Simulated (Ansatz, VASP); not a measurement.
# Si: VASP beside Ansatz

Contents of INCAR:

```
SYSTEM = Si
  ALGO = Normal
  EDIFF = 1E-6
  ENCUT = 520
  ISIF = 2
  ISMEAR = -1
  LASPH = .TRUE.
  LCHARG = .TRUE.
  LELF = .TRUE.
  LREAL = .FALSE.
  LVHAR = .TRUE.
  LWAVE = .FALSE.
  NBANDS = 11
  NELM = 80
  PREC = Accurate
  SIGMA = 0.05
```

Contents of KPOINTS:

```
k-points
0
G
  11 11 11
  0 0 0
```

The input POSCAR:

```
Si
1.0
    0.0000000000      2.7016643793      2.7016643793
    2.7016643793      0.0000000000      2.7016643793
    2.7016643793      2.7016643793      0.0000000000
Si
2
Direct
    0.5000000000      0.5000000000      0.5000000000
    0.7500000000      0.7500000000      0.7500000000
```

Input for Ansatz:

```yaml
crystal:
  lattice:
    - [0.0, 2.7016643793, 2.7016643793]
    - [2.7016643793, 0.0, 2.7016643793]
    - [2.7016643793, 2.7016643793, 0.0]
  atoms:
    - { symbol: Si, position: [0.5, 0.5, 0.5] }
    - { symbol: Si, position: [0.75, 0.75, 0.75] }
hamiltonian:
  xc: lda
  pseudopotentials:
    kind: paw
    azcp:
      Si: "pseudopotentials/Si.paw.azcp"
basis:
  ecutwfc: 420
  fft_grid_basis: typed
kpoints:
  mp_grid: { grid: [11, 11, 11], shift: [0, 0, 0] }
magnetization:
  spin_polarized: false
scf:
  occupations: { method: fermi_dirac, width: 0.05 }
  lower_state_search: "off"
output:
  stress: true
```

Alike in both runs: task single point; functional LDA; k mesh 11 × 11 × 11; occupations fermi-dirac, width 0.05 eV; no spin polarisation.

```csv
,VASP,Ansatz
version,VASP 6.6.1,Ansatz 0.2.0
potentials or method,"VASP PAW LDA potentials, release 64 (Si)","plane waves (420 eV) with PAW, scalar-relativistic"
plane-wave cutoff (eV),520,420
valence electrons in the cell,8,8
```

```tsv
	VASP	Ansatz	Ansatz less VASP
pressure (GPa)	0.0	-0.1	-0.04
```

Ansatz warned: «pseudo_functional_mismatch».
